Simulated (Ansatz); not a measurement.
BaTiO3:

```
CELL_PARAMETERS angstrom
-2.82767 -1.63255 -2.31773
2.82767 -4.89766 0.00000
-2.82767 -1.63255 4.63546
ATOMIC_POSITIONS crystal
Ba 0.01575 0.99511 0.97326
Ba 0.98425 0.50489 0.52674
Ti 0.50386 0.98954 0.50362
Ti 0.46814 0.51046 0.02438
O 0.53055 0.23162 0.73316
O 0.48625 0.75828 0.23994
O 0.47922 0.75734 0.73348
O 0.53758 0.25276 0.23962
O 0.99089 0.02893 0.47950
O 0.04611 0.47107 0.00370
```

The cell isn't the ideal one: a zone-boundary wave of random shape, sigma 0.1 Å.

```yaml
Program: Ansatz 0.2.0
Task: relaxation of cell and atoms
Functional: BLYP
Potentials_or_basis: Ansatz PAW
Cutoff: "420 eV (not typed: the program's choice for these potentials)"
k_mesh: 7 × 5 × 5
Occupations: fermi-dirac, width 0.05 eV
Spin: no spin polarisation
```

At the start: volume 12.84 Å³/atom.

**Question.** Where does the relaxation end?

**Answer.** It ends after 14 steps and the volume is 14.04 Å³/atom (+9.3 %); space group R3m (No. 160, to 0.05 Å).

The path:
| step | energy change (eV) | largest force (eV/Å) | volume (Å³) |
| --- | --- | --- | --- |
| 1 | 0.0000 | 3.3310 | 128.39 |
| 2 | -0.9726 | 1.3354 | 136.54 |
| 3 | -1.1869 | 0.6246 | 142.37 |
| 4 | -1.2571 | 0.0532 | 139.14 |
| 5 | -1.2612 | 0.0703 | 138.69 |
| 6 | -1.2620 | 0.0736 | 138.82 |
| 7 | -1.2636 | 0.0639 | 139.00 |
| 8 | -1.2640 | 0.0516 | 139.02 |
| 9 | -1.2734 | 0.0750 | 139.08 |
| 10 | -1.2740 | 0.0057 | 139.11 |
| 11 | -1.3370 | 0.0060 | 139.11 |
| 12 | -1.3347 | 0.0155 | 140.49 |
| 13 | -1.3352 | 0.0031 | 140.38 |
| 14 | -1.3401 | 0.0030 | 140.38 |

Final structure:
```
CELL_PARAMETERS angstrom
-2.90621 -1.67775 -2.40236
2.90345 -5.03085 0.00168
-2.90304 -1.67831 4.80124
ATOMIC_POSITIONS crystal
Ba 0.99163 0.00009 0.00820
Ba 0.99161 0.50009 0.50819
Ti 0.47643 0.00012 0.52331
Ti 0.47644 0.50013 0.02330
O 0.51284 0.24274 0.72995
O 0.51284 0.74274 0.22995
O 0.51295 0.75705 0.73002
O 0.51295 0.25706 0.23001
O 0.02744 0.99999 0.48725
O 0.02746 0.49998 0.98724
```

Caveat: the plane-wave basis is chosen anew once the cell has moved, so the energies of steps on either side of that aren't comparable; the pressure holds a Pulay correction of +0.6 GPa for the finite cutoff; the PAW data sets come from PBE, with cores solved anew for the run's functional, which leaves a small shift of forces and pressure.
